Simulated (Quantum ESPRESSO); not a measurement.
**LiF (Griceite) under changes of volume**

One of the cells (8.169 Å³/atom); the others are scaled copies at fixed shape and fractional positions:

```xyz
2
Lattice="0.0000 2.0140 2.0140 2.0140 0.0000 2.0140 2.0140 2.0140 0.0000" Properties=species:S:1:pos:R:3 pbc="T T T"
F     2.0140    2.0140    2.0140
Li    0.0000    0.0000    0.0000
```

| Property | Result |
| --- | --- |
| Program | Quantum ESPRESSO 7.5 |
| Functional | LDA |
| Potentials or basis | PseudoDojo 0.4.1 SR LDA standard |
| Cutoff | 1143 eV |
| Density cutoff | 4572 eV |
| k mesh | 11 × 11 × 11 |
| Occupations | fermi-dirac, width 0.05 eV |
| Spin | no spin polarisation |

| volume (Å³/atom) | energy over the lowest point (meV/atom) | pressure (GPa) | gap on the mesh (eV) |
| --- | --- | --- | --- |
| 7.679 | 0.00 | -2.6 | 9.44 |
| 7.842 | ? | ? | ? |
| 8.006 | 8.24 | -5.4 | 9.05 |
| 8.169 | 14.41 | -6.7 | 8.86 |
| 8.333 | 21.75 | -7.7 | 8.69 |
| 8.496 | 30.13 | -8.7 | 8.52 |
| 8.659 | 39.43 | -9.6 | 8.36 |

Question: What does the run at 7.842 Å³/atom give?

Answer: Energy over the lowest point 3.38 meV/atom; pressure -4.1 GPa; gap on the mesh 9.24 eV.

Worked out: A Birch-Murnaghan fit of order 3 (a polynomial in V^(-2/3)) to the other rows has no minimum within the range. It gives 3.38 meV/atom at 7.842 Å³/atom, against the run's 3.38, and -dE/dV = -4.1 GPa, against -4.1. A straight line through the other rows of the gap, of slope -9 eV per unit of ln V (its deformation potential), gives 9.24 eV, against the run's 9.24.

Energies are extrapolated to zero smearing.

Caveats: an odd mesh through Γ misses points on the zone boundary, where band edges often lie.
